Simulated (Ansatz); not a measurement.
**Run times of several calculations on SiO2**

Cell: 24 atoms, space group P2_13, a = 7.160 Å, b = 7.160 Å, c = 7.160 Å, α = 90.00°, β = 90.00°, γ = 90.00°.

All runs are DFT with Ansatz 0.2.0 on 1 thread of Arm Neoverse V1 (aarch64; 8 cores open to the job, memory cap 3.0 GiB, no GPU), a shared host.

Q: Rank the runs by wall time, shortest first.
A. single point at relaxed positions, r2SCAN, 500 eV, 4×4×4 k-points, smearing 0.02 eV
B. relaxation of the ions, PBE, 420 eV, 4×4×4 k-points, smearing 0.02 eV
C. single point, PBE, 420 eV, 4×4×4 k-points, smearing 0.02 eV

A: C (47 s, 0.63 GiB), A (1.8 min, 1.2 GiB), B (3.3 min, 0.71 GiB).
